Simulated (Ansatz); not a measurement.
**AlN: the cell at several levels of theory**

The task here is to estimate one member of a computed series from the others.

The COD entry's cell or inner coordinates are ideal or old and differ from later refinements, so a difference from it is no clean test against experiment.

Code: Ansatz 0.2.0. PAW datasets, plane waves, zero pressure. (Simulation; spin polarisation is off.)

## Starting point

It is hexagonal, P6_3mc (No. 186); conventional cell a = 3.113 Å, c = 4.981 Å, 10.45 Å³ an atom. Near Al stand 4 N at 1.89 Å; near N stand 4 Al at 1.89 Å.

Coordinates:

```
Al N
1.0
     3.11300    0.00000    0.00000
    -1.55650    2.69594    0.00000
     0.00000    0.00000    4.98100
Al N
2 2
Cartesian
  0.0000 1.7973 0.0000
  1.5565 0.8986 2.4905
  0.0000 1.7973 1.8928
  1.5565 0.8986 4.3833
```

The first run:

input.yaml reads:

```yaml
crystal:
  lattice:
    - [3.113, 0.0, 0.0]
    - [-1.5565, 2.695937082, 0.0]
    - [0.0, 0.0, 4.981]
  atoms:
    - { symbol: Al, position: [0.3333333333, 0.6666666667, 0.0] }
    - { symbol: Al, position: [0.6666666667, 0.3333333333, 0.5] }
    - { symbol: "N", position: [0.3333333333, 0.6666666667, 0.38] }
    - { symbol: "N", position: [0.6666666667, 0.3333333333, 0.88] }
kpoints:
  mp_grid: { grid: [12, 12, 6] }
hamiltonian:
  xc: pbe
scf:
  occupations: { method: fermi_dirac, width: 0.02 }
relax:
  f_tol: 0.005
  cell: {}
```

Launch:

```sh
ansatz run input.yaml --threads 2 --pin off --max-ram 2211MiB --backend cpu --events-out ev --progress --plain --runs-dir out
```

Steps of the session up to this table: PBE: cell and atoms; Relaxation with r2SCAN; PBEsol: cell and atoms; LDA: cell and atoms; Relaxation with HSE06.

One table of the session follows, with a row left open; its other results are not shown here.

```
 level  a (Å)  c (Å)  volume (Å³/atom)
   PBE  3.130  5.018            10.645
r2SCAN  3.107  4.979            10.403
PBEsol      ?      ?                 ?
   LDA  3.089  4.943            10.211
 HSE06  3.105  4.968            10.371
```

Q: Estimate the row for PBEsol from the others.

The run gave: a (Å): 3.114; c (Å): 4.984; volume (Å³/atom): 10.462. In the column «a (Å)» it lies between r2SCAN (3.107) and PBE (3.130).

Caveats from the session: The calculation is for a static lattice, without the thermal expansion and zero-point motion that a deposited cell holds.
